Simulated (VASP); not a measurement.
# AlP (F-43m) in VASP: notebook, part 2 of 2

VASP 6.6.1.

## (4) Single point, LDA

This run uses another cell than the first one, of 21.87 Å³/atom, 1.052 times its volume.

File INCAR:

```
SYSTEM = AlP
  PREC = Accurate
  ENCUT = 500
  EDIFF = 1E-6
  ISMEAR = 0
  SIGMA = 0.01
  LREAL = .FALSE.
  LASPH = .TRUE.
  NELM = 120
  ALGO = Normal
  ISIF = 2
  LWAVE = .FALSE.
  LCHARG = .TRUE.
  GGA = CA
  LELF = .TRUE.
  LVHAR = .TRUE.
  NBANDS = 11
  GGA_COMPAT = .FALSE.
```

File KPOINTS:

```
regular mesh
0
G
  6 6 6
  0 0 0
```

File POSCAR:

```
AlP
1.0
    0.0000000000      2.7963236656      2.7963236656
    2.7963236656      0.0000000000      2.7963236656
    2.7963236656      2.7963236656      0.0000000000
Al P
1 1
Direct
    0.0000000000      0.0000000000      0.0000000000
    0.2500000000      0.2500000000      0.2500000000
```

Potentials or basis: VASP PAW LDA potentials, release 64 (Al, P).

Command:

```bash
> cat potpaw_LDA.64/Al/POTCAR potpaw_LDA.64/P/POTCAR > POTCAR
> mpirun -np 1 vasp_std > vasp.out
```

OUTCAR:

```text
SYSTEM = AlP
   PREC = Accurate
   ENCUT = 500
   EDIFF = 1E-6
   ISMEAR = 0
   LREAL = .FALSE.
   LASPH = .TRUE.
   NELM = 120
   ISIF = 2
   GGA = CA

 ion  position               nearest neighbor table
   1  0.000  0.000  0.000-   2 2.42   2 2.42   2 2.42   2 2.42
   2  0.250  0.250  0.250-   1 2.42   1 2.42   1 2.42   1 2.42

  LATTYP: Found a face centered cubic cell.
 ALAT       =     5.5926473312

  Lattice vectors:

 A1 = (   0.0000000000,   2.7963236656,   2.7963236656)
 A2 = (   2.7963236656,   0.0000000000,   2.7963236656)
 A3 = (   2.7963236656,   2.7963236656,   0.0000000000)

Analysis of symmetry for initial positions (statically):
=====================================================================
 Subroutine PRICEL returns:
 Original cell was already a primitive cell.

 Routine SETGRP: Setting up the symmetry group for a
 face centered cubic supercell.

 Subroutine GETGRP returns: Found 24 space group operations
 (whereof 24 operations were pure point group operations)
 out of a pool of 48 trial point group operations.

The static configuration has the point symmetry T_d .

Analysis of symmetry for dynamics (positions and initial velocities):
=====================================================================
 Subroutine PRICEL returns:
 Original cell was already a primitive cell.

 Routine SETGRP: Setting up the symmetry group for a
 face centered cubic supercell.

 Subroutine GETGRP returns: Found 24 space group operations
 (whereof 24 operations were pure point group operations)
 out of a pool of 48 trial point group operations.

The dynamic configuration has the point symmetry T_d .

 Subroutine INISYM returns: Found 24 space group operations
 (whereof 24 operations are pure point group operations),
 and found     1 'primitive' translations

----------------------------------------------------------------------------------------

[... 109 lines left out ...]
   LHFCALC =     F    Hartree Fock is set to
   AEXX    =    0.0000 exact exchange contribution
   IVDW    =     0    specifies the selected vdW correction
   LEPSILON=     F    determine dielectric tensor
   LRPA    =     F    only Hartree local field effects (RPA)
 non-spin polarized calculation
 Gauss-broadening in eV      SIGMA  =   0.01
  energy-cutoff  :      500.00
  volume of cell :       43.73
 maximum number of plane-waves:      1125
 NGX is ok and might be reduce to    30
   NGX = 15   NGY = 15   NGZ = 15

 number of electron       8.0000001 magnetization

 Free energy of the ion-electron system (eV)
  ---------------------------------------------------
  ext. energy  EPLUGINS =         0.00000000
  ---------------------------------------------------
  free energy    TOTEN  =       -11.32651697 eV

  energy without entropy =      -11.32651697  energy(sigma->0) =      -11.32651697

 E-fermi :   3.9371     XC(G=0):  -9.1793

 val. band max:        3.8146568276   @ k =   0.0000   0.0000   0.0000
 cond. band min:       5.3793219913   @ k =   0.5000   0.5000   0.0000
 fundamental gap:      1.5646651637
 Fermi energy:         3.9371207410

 k-point     1 :       0.0000    0.0000    0.0000
  band No.  band energies     occupation
      1      -7.2947      2.00000
      2       3.8147      2.00000
      3       3.8147      2.00000
      4       3.8147      2.00000
      5       6.3292      0.00000
      6       8.1820      0.00000
      7       8.1820      0.00000
      8       8.1820      0.00000
      9      12.5393      0.00000
     10      12.5393      0.00000
     11      13.2948      0.00000
[... 197 lines left out ...]
 k-point    16 :      -0.3333    0.5000    0.1667
  band No.  band energies     occupation
      1      -5.1392      2.00000
      2      -1.0737      2.00000
      3       1.0948      2.00000
      4       1.3217      2.00000
      5       7.0278      0.00000
      6       7.8909      0.00000
      7      11.0475      0.00000
      8      11.3949      0.00000
      9      14.3214      0.00000
     10      15.3209      0.00000
     11      16.3742      0.00000

------------------------ aborting loop because EDIFF is reached ----------------------------------------

  FORCE on cell =-STRESS in cart. coord.  units (eV):
  Direction    XX          YY          ZZ          XY          YZ          ZX
  --------------------------------------------------------------------------------------
  -------------------------------------------------------------------------------------
  Total       -1.7609141     -1.7609141     -1.7609141      0.0000000      0.0000000      0.0000000
  in kB      -64.5143674    -64.5143674    -64.5143674      0.0000000      0.0000000      0.0000000
  external PRESSURE =     -64.5143674 kB  Pullay stress =       0.0000000 kB

 VOLUME and BASIS-vectors are now :
 -----------------------------------------------------------------------------
  energy-cutoff  :      500.00
  volume of cell :       43.73
      direct lattice vectors                 reciprocal lattice vectors
     0.000000000  2.796323666  2.796323666    -0.178806197  0.178806197  0.178806197
     2.796323666  0.000000000  2.796323666     0.178806197 -0.178806197  0.178806197
     2.796323666  2.796323666  0.000000000     0.178806197  0.178806197 -0.178806197

 POSITION                                       TOTAL-FORCE (eV/Angst)
 -----------------------------------------------------------------------------------
      0.00000      0.00000      0.00000        -0.000000     -0.000000     -0.000000
      1.39816      1.39816      1.39816         0.000000      0.000000      0.000000
 -----------------------------------------------------------------------------------
    total drift:                                0.000000      0.000000      0.000000

  FREE ENERGIE OF THE ION-ELECTRON SYSTEM (eV)
  ---------------------------------------------------
  free  energy   TOTEN  =       -11.3265169655 eV

  energy  without entropy=      -11.3265169655  energy(sigma->0) =      -11.32651697
```

OSZICAR:

```text
N       E                     dE             d eps       ncg     rms          rms(c)
DAV:   1     0.925897549579E+01    0.92590E+01   -0.29581E+03   352   0.530E+02
DAV:   2    -0.108767467842E+02   -0.20136E+02   -0.19034E+02   464   0.863E+01
DAV:   3    -0.117235600330E+02   -0.84681E+00   -0.84546E+00   438   0.168E+01
DAV:   4    -0.117315240652E+02   -0.79640E-02   -0.79630E-02   411   0.200E+00
DAV:   5    -0.117316491478E+02   -0.12508E-03   -0.12508E-03   457   0.247E-01    0.432E+00
DAV:   6    -0.113872192109E+02    0.34443E+00   -0.72766E-01   391   0.301E+00    0.264E+00
DAV:   7    -0.113321819312E+02    0.55037E-01   -0.19473E-01   428   0.171E+00    0.134E+00
DAV:   8    -0.113266688239E+02    0.55131E-02   -0.16150E-02   400   0.576E-01    0.208E-01
DAV:   9    -0.113264926049E+02    0.17622E-03   -0.12109E-03   409   0.171E-01    0.792E-02
DAV:  10    -0.113265139991E+02   -0.21394E-04   -0.50572E-05   417   0.360E-02    0.185E-02
DAV:  11    -0.113265170340E+02   -0.30349E-05   -0.41742E-06   415   0.115E-02    0.639E-03
DAV:  12    -0.113265169655E+02    0.68523E-07   -0.57841E-07   259   0.339E-03
   1 F= -.11326517E+02 E0= -.11326517E+02  d E =-.576729E-69
```

Run time: 3.6 s. Hardware: 1 thread of Intel Xeon 6975P-C (Granite Rapids), shared host; peak memory 0.14 GiB.

Results:

```
Free energy            : -11.3265 eV
Pressure               : -6.5 GPa
Band gap on the k mesh : 1.56 eV, indirect (least direct gap 2.51 eV)
```

Levels at points of the mesh, in eV from the valence-band top:
```tsv
k point	band 2	band 3	band 4	band 5	band 6	band 7
(0.00, 0.00, 0.00)	0.00	0.00	0.00	2.51	4.37	4.37
(0.50, 0.00, 0.00)	-5.28	-0.73	-0.73	2.39	4.70	4.70
(0.50, 0.50, 0.00)	-5.12	-1.98	-1.98	1.56	2.34	10.28
```

## (5) The runs side by side

```csv
cell,gap on the mesh (eV),pressure (GPa)
"a = 3.888 Å, angles 60.0°, 2 atoms",1.48,-2.9
"a = 3.922 Å, angles 60.0°, 2 atoms",1.52,-4.8
"a = 3.955 Å, angles 60.0°, 2 atoms",1.56,-6.5
```

Alike in all rows: task single point; level LDA; potentials or basis VASP PAW LDA potentials, release 64 (Al, P); no spin polarisation; k mesh 6 × 6 × 6; cutoff (eV) 500; smearing gaussian 0.01 eV.

Total energies depend on the potentials used, so only differences within one code and one set of settings carry meaning.

## (6) Against experiment

Step 2. A measured gap of AlP is 2.505 eV (indirect; 4.2 K; a printed reference work, data compilation); the calculated 1.48 eV misses it by -1.03 eV. The value is that of LDA on a finite k mesh, which can miss the band edges, without temperature or zero-point motion. Semilocal functionals fall short of measured gaps as a rule.
